Q: I model tin dioxide layers for gas sensors. I ran one SnO₂ cell through a dozen density functionals without moving an atom, and the band gap changed by more than half. How can the same crystal have so many gaps?

GPAW 26.7.0, Kohn–Sham DFT with PAW and plane waves, for rutile-type SnO₂ (P4₂/mnm, 6 atoms) in one fixed geometry: cutoff 800 eV, 4 × 4 × 5 k mesh, Fermi–Dirac smearing of 0.05 eV. Spin–orbit coupling is added after self-consistency, and the band path is Γ–X–M–Γ–Z–R–A–Z, X–R and M–A.

```
functional                                           potentials  gap on path (eV)  direct gap on path (eV)
       PBE                 GPAW-PAW-data-sets-(gpaw-data-1.2.1)             1.314                    1.314
    revPBE                 GPAW-PAW-data-sets-(gpaw-data-1.2.1)             1.378                    1.378
      AM05  PAW-data-sets-made-by gpaw-setup-for-the-functional             1.269                    1.269
  BEEF-vdW                 GPAW-PAW-data-sets-(gpaw-data-1.2.1)             1.514                    1.514
   C09-vdW                 GPAW-PAW-data-sets-(gpaw-data-1.2.1)             1.352                    1.352
       MS2                 GPAW-PAW-data-sets-(gpaw-data-1.2.1)             1.680                    1.680
     SOGGA  PAW-data-sets-made-by gpaw-setup-for-the-functional             1.202                    1.202
     mBEEF                 GPAW-PAW-data-sets-(gpaw-data-1.2.1)             1.976                    1.976
optB88-vdW                 GPAW-PAW-data-sets-(gpaw-data-1.2.1)             1.410                    1.410
    r4SCAN                 GPAW-PAW-data-sets-(gpaw-data-1.2.1)             1.925                    1.925
 vdW-DF-cx                 GPAW-PAW-data-sets-(gpaw-data-1.2.1)             1.372                    1.372
   vdW-DF2                 GPAW-PAW-data-sets-(gpaw-data-1.2.1)             1.469                    1.469
```

A: The atoms are the same, but the equation for the electrons is not. Each functional approximates exchange and correlation in its own way, and the band energies follow. "Gap on path" is the smallest distance between filled and empty bands along the sampled lines, and "direct gap on path" is the smallest one at a single wave vector. The two agree in every row, so you are comparing one kind of gap throughout. It runs from 1.20 eV with SOGGA to 1.98 eV with mBEEF.

Q: Is there an order in it, or just scatter?

A: There is one clear step. MS2, r4SCAN and mBEEF lie above all the others, and even the lowest of them is 0.17 eV above the highest of the rest. These three are meta-GGAs. The other nine are ordinary gradient functionals (GGAs) and functionals with nonlocal correlation, and those two groups run into each other: revPBE, C09-vdW and vdW-DF-cx lie within 0.03 eV of one another.

Q: What do the meta-GGAs have that the others lack?

A: They also use the kinetic energy density τ, which measures how steeply the orbitals vary at each point. In the other nine, all electrons feel one common potential v(r). A meta-GGA adds a term that acts on the slope of each orbital ψ:

v ψ − ½ ∇·(v_τ ∇ψ)

Here v_τ says how strongly the exchange-correlation energy responds to τ. Two orbitals at the same place can now be treated differently, and so can a filled and an empty one.

Q: Why should that open the gap?

A: The true gap is the cost of removing one electron minus the gain from adding one. In exact theory, a common potential gives band energies that miss part of it, because the potential jumps by a constant when an electron is added. This jump is the derivative discontinuity. An operator that depends on the orbitals can carry part of the jump into the band energies, and for meta-GGAs this usually widens the gap. The table shows the step; that this term is its cause is the argument from theory, since no run switches the term off alone.

Q: Then why is MS2 so far below the other two?

A: Having τ in the functional does not fix how strongly the energy responds to it. MS2 lies 0.37 eV above PBE, r4SCAN 0.61 eV. A weaker response to τ in MS2 would explain the difference, but that is a guess: the three also differ in their gradient dependence, and the table cannot separate the two.

Q: And the other nine? They have no τ, yet they still differ by 0.3 eV.

A: There the main lever seems to be how much exchange is strengthened where the density n varies. The steepness is measured by

s = |∇n| / (2 k_F n), with k_F = (3π²n)^(1/3)

and the strengthening by a factor F(s), equal to 1 in a uniform electron gas for the functionals modelled here. The top of the valence band is mostly oxygen 2p, while the bottom of the conduction band is largely tin 5s mixed with oxygen. These states sample different parts of the cell, so a changed F shifts them by different amounts. That a larger F opens the gap, rather than closing it, is read from the numbers and not derived.

Q: Can I turn that into an estimate?

A: Take F at s = 2, a fairly steep density, from each functional's defining formula. I fitted a straight line in F − 1, plus a constant shift for functionals with nonlocal correlation, to six rows: PBE, revPBE, C09-vdW, optB88-vdW, vdW-DF-cx and vdW-DF2. For a GGA the shift drops out:

gap ≈ 0.967 eV + 0.816 eV × (F − 1)

SOGGA was not in the fit. Its F − 1 is 0.29, which gives 0.967 + 0.816 × 0.29 ≈ 1.20 eV, and the full calculation also gives 1.20 eV.

Q: That looks almost too good.

A: It is better than the model deserves. Three constants on six rows leave little to test, and the choice s = 2 was not derived. With F taken at s = 1 instead, the same kind of fit puts SOGGA 0.08 eV too high. The gap also rises with F at nearly the same rate among the GGAs with PBE correlation as among the nonlocal functionals of the fit if s is 2, but with s = 1 the two rates differ more than twofold. What survives either choice is the order: within each of these two groups, a larger F goes with a larger gap. The printed analysis below has both fits.

Q: Where does it break down?

A: At AM05, where the estimate is about 0.16 eV too low. Much of that miss hangs on the choice of s: with s = 1 it shrinks to about 0.05 eV. AM05 also has its own correlation, built to match its exchange, so a line drawn for PBE correlation need not hold for it. BEEF-vdW, the highest of the nine, stays unexplained: it mixes local, PBE and nonlocal correlation, and its own F was not worked out here.

Q: Why do the nonlocal functionals need a shift at all?

A: At equal F they lie about 0.12 eV higher in the fit with s = 2, and about 0.09 eV higher with s = 1. In PBE, the gradient part of correlation works against that of exchange. The nonlocal functionals in the fit drop this part and put a different term in its place, so more of the exchange effect may survive. That is plausible, but no run isolates it. One shift for all four is also a simplification, since vdW-DF2 has its own version of the nonlocal term.

Q: In practice I would relax the cell with each functional. Would the order hold?

A: The step to the meta-GGAs should hold against PBE and may even grow. In this fixed cell PBE is under a pressure of about 10 GPa and r4SCAN under less than 2 GPa, so PBE would expand more, and expansion lowers the gap of SnO₂. The lead of revPBE over PBE is less safe. It is only 0.06 eV, and revPBE feels the higher pressure, about 13 GPa, so relaxation could reverse it.

Q: So should I take mBEEF, because its gap is the largest?

A: Not for that reason alone. The measured gap is roughly 3.6 eV, a recalled figure, and even mBEEF falls about 1.6 eV short. Hybrid functionals, which mix in exact exchange, take the orbital-dependent route further and usually open oxide gaps much more.

Q: What would you check first in my table?

A: The potentials that stand in for the atomic cores. AM05 and SOGGA, the two lowest rows, use sets made for the functional itself, while the other ten use standard sets, most of them made for another functional. The neat estimate for SOGGA therefore compares across two kinds of potential. How much of each gap is due to this choice? Only a repeat with matching potentials in every row would tell. I would also repeat a few rows with a denser k mesh: the present one is coarse, and though it is the same in every row, its effect on the gaps was not tested. Spin-orbit coupling is no worry here: the program makes its splittings too wide, and still it shifts the gap by less than 0.001 eV in every row.

Printed output of the fit:

```
Spread of the nine gaps without kinetic energy density, eV: 0.312
Spread of the three meta-GGA gaps, eV: 0.296
Lowest meta-GGA gap less highest other gap, eV: 0.166
Mean meta-GGA gap less mean of the other nine, eV: 0.4959
MS2 less PBE, eV: 0.366
r4SCAN less PBE, eV: 0.611
mBEEF less PBE, eV: 0.662
revPBE less PBE, eV: 0.064
SOGGA less PBE, eV: -0.112
vdW-DF2 less C09-vdW, eV: 0.117
Slope from SOGGA to revPBE, eV per unit of F-1 at s of 2: 0.8
Slope from C09-vdW to vdW-DF2, eV per unit of F-1 at s of 2: 0.8357
Rough measured gap less largest computed gap, eV: 1.624
fit of gap_on_path on 6 rows (infit == 1): constant 0.9667 +/- 0.063, coefficient of fx2 0.8156 +/- 0.13, coefficient of nonloc 0.118 +/- 0.017; rms 0.011, worst vdW-DF-cx 0.0226, leave-one-out rms 0.0191
  rows outside the fit (model, value, miss): AM05 1.114, 1.269, -0.155; BEEF-vdW 1.427, 1.514, -0.0867; MS2 1.309, 1.68, -0.371; SOGGA 1.203, 1.202, 0.00127; mBEEF 1.309, 1.976, -0.667; r4SCAN 1.309, 1.925, -0.616
fit of gap_on_path on 6 rows (infit == 1): constant 1.189 +/- 0.037, coefficient of fx1 0.8736 +/- 0.19, coefficient of nonloc 0.09144 +/- 0.019; rms 0.0142, worst PBE 0.0233, leave-one-out rms 0.0296
  rows outside the fit (model, value, miss): AM05 1.218, 1.269, -0.0505; BEEF-vdW 1.429, 1.514, -0.0853; MS2 1.337, 1.68, -0.343; SOGGA 1.285, 1.202, 0.0828; mBEEF 1.337, 1.976, -0.639; r4SCAN 1.337, 1.925, -0.588
```
